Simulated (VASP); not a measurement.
# Sb (I4/mmm) in VASP: notebook

Aim: see how the results for Sb move with the level of theory and the settings. Levels: r2SCAN, PBEsol. Tasks: phonons, equation of state.

Everything below comes from runs of VASP 6.6.1. Logs are shortened: lines on timing, memory, paths and dates and some standing lists are left out, and cuts for length are marked.

### Step 1. The crystal as given

Symmetry: I4/mmm, No. 139, tetragonal system. The conventional cell has a = 3.153 Å, b = 3.153 Å, c = 5.424 Å, α = 90.00°, β = 90.00°, γ = 90.00°. Sb (site symmetry 4/mmm) has 12 Sb at 3.15 to 3.51 Å as nearest neighbours.

This isn't the form of Sb at room conditions, which is rhombohedral.

### Step 2. Phonons, r2SCAN

Input file POSCAR:

```
Sb
1.0
   -1.5765401831      1.5765401831      2.7119384313
    1.5765401831     -1.5765401831      2.7119384313
    1.5765401831      1.5765401831     -2.7119384313
Sb
1
Direct
    0.0000000000      0.0000000000      0.0000000000
```

Input file INCAR.step1:

```
  PREC = Accurate
  ENCUT = 600
  EDIFF = 1E-8
  ISMEAR = 0
  SIGMA = 0.05
  LREAL = F
  LASPH = T
  NELM = 80
  ALGO = Normal
  ISIF = 3
  LWAVE = F
  LCHARG = F
  METAGGA = R2SCAN
  LMIXTAU = T
  IBRION = 2
  NSW = 40
  EDIFFG = -0.002
```

Input file INCAR.step2:

```
  PREC = Accurate
  ENCUT = 600
  EDIFF = 1E-8
  ISMEAR = 0
  SIGMA = 0.05
  LREAL = F
  LASPH = T
  NELM = 80
  ALGO = Normal
  ISIF = 2
  LWAVE = F
  LCHARG = F
  METAGGA = R2SCAN
  LMIXTAU = T
  IBRION = 6
  NFREE = 2
  POTIM = 0.015
  NSW = 1
```

Input file KPOINTS:

```
Automatic mesh
0
Gamma
  9 9 9
```

Potentials or basis: VASP PAW PBE potentials, release 64 (Sb).

Started as:

```console
$ cat potpaw_PBE.64/Sb/POTCAR > POTCAR
$ cp INCAR.step1 INCAR
$ mpirun -np 1 vasp_std > vasp.out
$ cp CONTCAR POSCAR
$ cp INCAR.step2 INCAR
$ mpirun -np 1 vasp_std > vasp.out
```

OUTCAR:

```text
PREC = Accurate
   ENCUT = 600
   EDIFF = 1E-8
   ISMEAR = 0
   LREAL = F
   LASPH = T
   NELM = 80
   ISIF = 2
   METAGGA = R2SCAN
   IBRION = 6
   NFREE = 2
   POTIM = 0.015
   NSW = 1

 ion  position               nearest neighbor table
   1  0.000  0.000  0.000-

  LATTYP: Found a body centered tetragonal cell.
 ALAT       =     3.1130389097
 C/A-ratio  =     1.8494069345

  Lattice vectors:

 A1 = (  -1.5565194549,   1.5565194549,   2.8786378735)
 A2 = (   1.5565194549,  -1.5565194549,   2.8786378735)
 A3 = (   1.5565194549,   1.5565194549,  -2.8786378735)

Analysis of symmetry for initial positions (statically):
=====================================================================
 Subroutine PRICEL returns:
 Original cell was already a primitive cell.

 Routine SETGRP: Setting up the symmetry group for a
 body centered tetragonal supercell.

 Subroutine GETGRP returns: Found 16 space group operations
 (whereof 16 operations were pure point group operations)
 out of a pool of 16 trial point group operations.

The static configuration has the point symmetry D_4h.

Analysis of symmetry for dynamics (positions and initial velocities):
=====================================================================
 Subroutine PRICEL returns:
 Original cell was already a primitive cell.

 Routine SETGRP: Setting up the symmetry group for a
 body centered tetragonal supercell.

 Subroutine GETGRP returns: Found 16 space group operations
 (whereof 16 operations were pure point group operations)
 out of a pool of 16 trial point group operations.

The dynamic configuration has the point symmetry D_4h.

 Subroutine INISYM returns: Found 16 space group operations
 (whereof 16 operations are pure point group operations),
 and found     1 'primitive' translations

----------------------------------------------------------------------------------------

                                     Primitive cell

  volume of cell :      27.8969

  direct lattice vectors                    reciprocal lattice vectors
    -1.556519455  1.556519455  2.878637874     0.000000000  0.321229522  0.173693261
     1.556519455 -1.556519455  2.878637874     0.321229522  0.000000000  0.173693261
     1.556519455  1.556519455 -2.878637874     0.321229522  0.321229522  0.000000000

  length of vectors
     3.623818654  3.623818654  3.623818654     0.365181810  0.365181810  0.454287146

  position of ions in fractional coordinates (direct lattice)
     0.000000000  0.000000000  0.000000000

  ion indices of the primitive-cell ions
   primitive index   ion index
                 1           1

----------------------------------------------------------------------------------------

 KPOINTS: Automatic mesh

Automatic generation of k-mesh.
 Grid dimensions read from file:
 generate k-points for:    9    9    9

 Generating k-lattice:

  Cartesian coordinates                     Fractional coordinates (reciprocal lattice)
     0.000000000  0.035692169  0.019299251     0.111111111  0.000000000 -0.000000000
     0.035692169  0.000000000  0.019299251     0.000000000  0.111111111 -0.000000000
     0.035692169  0.035692169  0.000000000     0.000000000  0.000000000  0.111111111

  Length of vectors
     0.040575757  0.040575757  0.050476350

  Shift w.r.t. Gamma in fractional coordinates (k-lattice)
     0.000000000  0.000000000  0.000000000

 Subroutine IBZKPT returns following result:
 ===========================================

 Found     75 irreducible k-points:

 Following reciprocal coordinates:
            Coordinates               Weight
  0.000000  0.000000  0.000000      1.000000
  0.111111 -0.000000  0.000000      8.000000
  0.222222 -0.000000  0.000000      8.000000
  0.333333  0.000000 -0.000000      8.000000
  0.444444 -0.000000  0.000000      8.000000
  0.111111  0.111111  0.000000      8.000000
[... 16 lines left out ...]
 -0.333333  0.333333  0.000000      4.000000
  0.444444  0.444444  0.000000      8.000000
 [... further k-points ...]
   k-points           NKPTS =     75   k-points in BZ     NKDIM =     75   number of bands    NBANDS=      6
   number of dos      NEDOS =    301   number of ions     NIONS =      1
   total plane-waves  NPLWV =  27000
   dimension x,y,z NGX =    30 NGY =   30 NGZ =   30
   dimension x,y,z NGXF=    60 NGYF=   60 NGZF=   60
   ions per type =               1
   NGX,Y,Z   is equivalent  to a cutoff of  13.76, 13.76, 13.76 a.u.
   NGXF,Y,Z  is equivalent  to a cutoff of  27.53, 27.53, 27.53 a.u.
 SYSTEM =  unknown system
   PREC   = accura    normal or accurate (medium, high low for compatibility)
   ISTART =      0    job   : 0-new  1-cont  2-samecut
   ICHARG =      2    charge: 1-file 2-atom 10-const
   ISPIN  =      1    spin polarized calculation?
   LNONCOLLINEAR =      F non collinear calculations
   LSORBIT =      F    spin-orbit coupling
   LASPH  =      T    aspherical Exc in radial PAW
   ENCUT  =  600.0 eV  44.10 Ry    6.64 a.u.   7.24  7.24  7.24*2*pi/ulx,y,z
   NELM   =     80;   NELMIN=  2; NELMDL=  0     # of ELM steps
   EDIFF  = 0.1E-07   stopping-criterion for ELM
   LREAL  =      F    real-space projection
   EDIFFG = 0.1E-06   stopping-criterion for IOM
   NSW    =     49    number of steps for IOM
   IBRION =      6    ionic relax: 0-MD 1-quasi-New 2-CG
   NFREE  =      2    steps in history (QN), initial steepest desc. (CG)
   ISIF   =      2    stress and relaxation
   ISYM   =      2    0-nonsym 1-usesym 2-fastsym
   POTIM  = 0.0150    time-step for ionic-motion
   TEBEG  =    0.0;   TEEND  =   0.0 temperature during run
   PSTRESS=    0.0 pullay stress
   NELECT =       5.0000    total number of electrons
   NUPDOWN=      -1.0000    fix difference up-down
   EMIN   =  10.00;   EMAX   =-10.00  energy-range for DOS
   EFERMI =   0.00;   METHOD = LEGACY
   ISMEAR =     0;   SIGMA  =   0.05  broadening in eV -4-tet -1-fermi 0-gaus
   EFERMI_NEDOS =   21; number of points for ismear=-14 and -15
   IALGO  =     38    algorithm
   IMIX   =      4    mixing-type and parameters
     AMIX     =   0.40;   BMIX     =  1.00
     AMIX_MAG =   1.60;   BMIX_MAG =  1.00
  volume/ion in A,a.u.               =      27.90       188.26
  Fermi-wavevector in a.u.,A,eV,Ry     =   0.923024  1.744262 11.591790  0.851972
  Thomas-Fermi vector in A             =   2.048615
   LORBIT       =      0    0 simple, 1 ext, 2 COOP (PROOUT), +10 PAW based schemes
   METAGGA = R2SCAN    functional components
   LHFCALC =     F    Hartree Fock is set to
   AEXX    =    0.0000 exact exchange contribution
   IVDW    =     0    specifies the selected vdW correction
   LEPSILON=     F    determine dielectric tensor
   LRPA    =     F    only Hartree local field effects (RPA)
 finite differences with symmetry
 non-spin polarized calculation
 Gauss-broadening in eV      SIGMA  =   0.05
  energy-cutoff  :      600.00
  volume of cell :       27.90
 maximum number of plane-waves:       944
 NGX is ok and might be reduce to    30
   NGX = 15   NGY = 15   NGZ = 15

--------------------------------------- Ionic step        1  -------------------------------------------

 number of electron       5.0000000 magnetization

 Free energy of the ion-electron system (eV)
  ---------------------------------------------------
  ext. energy  EPLUGINS =         0.00000000
  ---------------------------------------------------
  free energy    TOTEN  =       -25.30130543 eV

  energy without entropy =      -25.30077885  energy(sigma->0) =      -25.30104214

------------------------ aborting loop because EDIFF is reached ----------------------------------------

  FORCE on cell =-STRESS in cart. coord.  units (eV):
  Direction    XX          YY          ZZ          XY          YZ          ZX
  --------------------------------------------------------------------------------------
  -------------------------------------------------------------------------------------
  Total        0.0009812      0.0009812      0.0009855      0.0000000      0.0000000      0.0000000
  in kB        0.0563501      0.0563501      0.0565990      0.0000000      0.0000000      0.0000000
  external PRESSURE =       0.0564331 kB  Pullay stress =       0.0000000 kB
[... 125 lines left out ...]
  energy  without entropy=      -25.3007788744  energy(sigma->0) =      -25.30104217

--------------------------------------- Ionic step        5  -------------------------------------------

 number of electron       5.0000000 magnetization

 Free energy of the ion-electron system (eV)
  ---------------------------------------------------
  ext. energy  EPLUGINS =         0.00000000
  ---------------------------------------------------
  free energy    TOTEN  =       -25.30130545 eV

  energy without entropy =      -25.30077887  energy(sigma->0) =      -25.30104216

 E-fermi :   7.9934     XC(G=0): -10.5877

 val. band max:        7.9255249591   @ k =  -0.4444   0.4444   0.2222
 cond. band min:       8.0193287216   @ k =   0.4444   0.2222   0.0000
 fundamental gap:      0.0938037625
 Fermi energy:         7.9934036328

 k-point     1 :       0.0000    0.0000    0.0000
  band No.  band energies     occupation
      1      -5.3255      2.00000
      2      11.7989      0.00000
      3      13.6538      0.00000
      4      13.6538      0.00000
      5      17.5059      0.00000
      6      17.5334      0.00000

 k-point     2 :       0.1111   -0.0000    0.0000
  band No.  band energies     occupation
      1      -5.0691      2.00000
      2      11.0306      0.00000
      3      11.8981      0.00000
      4      13.6802      0.00000
      5      17.0149      0.00000
      6      18.0193      0.00000
[... 190 lines left out ...]
 k-point    24 :       0.4444    0.4444    0.0000
  band No.  band energies     occupation
      1       1.4044      2.00000
      2       3.8231      2.00000
      3       6.1129      2.00000
      4       8.3394      0.00000
      5      12.2645      0.00000
      6      13.9376      0.00000

 [... further k-points ...]

------------------------ aborting loop because EDIFF is reached ----------------------------------------

  FORCE on cell =-STRESS in cart. coord.  units (eV):
  Direction    XX          YY          ZZ          XY          YZ          ZX
  --------------------------------------------------------------------------------------
  -------------------------------------------------------------------------------------
  Total        0.0010034      0.0010034      0.0010221      0.0000000     -0.0000000      0.0000000
  in kB        0.0576299      0.0576299      0.0587038      0.0000000     -0.0000000      0.0000000
  external PRESSURE =       0.0579879 kB  Pullay stress =       0.0000000 kB
[... 16 lines left out ...]
  FREE ENERGIE OF THE ION-ELECTRON SYSTEM (eV)
  ---------------------------------------------------
  free  energy   TOTEN  =       -25.3013054509 eV

  energy  without entropy=      -25.3007788664  energy(sigma->0) =      -25.30104216

 INTERNAL STRAIN TENSORS FROM DISPLACED ATOMS
 ============================================

 INTERNAL STRAIN TENSOR FOR ION    1 for displacements in x,y,z  (eV/Angst):
          X           Y           Z          XY          YZ          ZX
  --------------------------------------------------------------------------------
  x     0.00000     0.00000     0.00000     0.00000     0.00000     0.00000
  y     0.00000     0.00000     0.00000     0.00000     0.00000     0.00000
  z     0.00000     0.00000     0.00000     0.00000     0.00000     0.00000

 Eigenvectors and eigenvalues of the dynamical matrix
 ----------------------------------------------------

   1 f/i=    0.000000 THz     0.000000 2PiTHz    0.000000 cm-1     0.000000 meV
             X         Y         Z           dx          dy          dz
      0.000000  0.000000  0.000000     1.000000    0.000000    0.000000

   2 f/i=    0.000000 THz     0.000000 2PiTHz    0.000000 cm-1     0.000000 meV
             X         Y         Z           dx          dy          dz
      0.000000  0.000000  0.000000     0.000000    1.000000    0.000000

   3 f/i=    0.000000 THz     0.000000 2PiTHz    0.000000 cm-1     0.000000 meV
             X         Y         Z           dx          dy          dz
      0.000000  0.000000  0.000000     0.000000    0.000000    1.000000

 ELASTIC MODULI CONTR FROM IONIC RELAXATION (kBar)
 Direction    XX          YY          ZZ          XY          YZ          ZX
 --------------------------------------------------------------------------------
 XX           0.0000      0.0000      0.0000      0.0000      0.0000      0.0000
 YY           0.0000      0.0000      0.0000      0.0000      0.0000      0.0000
 ZZ           0.0000      0.0000      0.0000      0.0000      0.0000      0.0000
 XY           0.0000      0.0000      0.0000      0.0000      0.0000      0.0000
 YZ           0.0000      0.0000      0.0000      0.0000      0.0000      0.0000
 ZX           0.0000      0.0000      0.0000      0.0000      0.0000      0.0000
 --------------------------------------------------------------------------------
```

Wall time 12 min (1 thread of Intel Xeon Platinum 8488C (Sapphire Rapids), shared host); peak memory 0.19 GiB.

Results:

```
Relaxed volume                         : 27.90 Å³/atom
Relaxed cell                           : a = 3.624 Å, b = 3.624 Å, c = 3.624 Å, α = 129.13°, β = 129.13°, γ = 74.81°
Space group after relaxing (to 0.05 Å) : I4/mmm (No. 139)
```

The path:
```csv
step,energy change (eV),largest force (eV/Å),pressure (GPa),volume (Å³)
1,0.0000,0.0000,1.16,26.96
2,-0.0087,0.0000,-0.35,27.72
3,-0.0118,0.0000,-1.36,28.36
4,-0.0178,0.0000,-1.14,28.35
5,-0.0189,0.0000,-0.99,28.34
6,-0.0188,0.0000,-0.62,28.33
7,-0.0191,0.0000,-0.81,28.34
8,-0.0192,0.0000,-0.86,28.34
9,-0.0202,0.0000,-0.36,28.08
10,-0.0204,0.0000,-0.01,27.92
11,-0.0204,0.0000,0.02,27.90
12,-0.0204,0.0000,0.01,27.90
13,-0.0204,0.0000,0.01,27.90
```

Final structure:
```
Sb
1.0
    -1.55652    1.55652    2.87864
     1.55652   -1.55652    2.87864
     1.55652    1.55652   -2.87864
Sb
1
Direct
  0.00000 0.00000 0.00000
```

Caveat: the PAW data sets were made with another functional, which shifts forces and pressure a little.

(Part 1 of 2 ends here.)
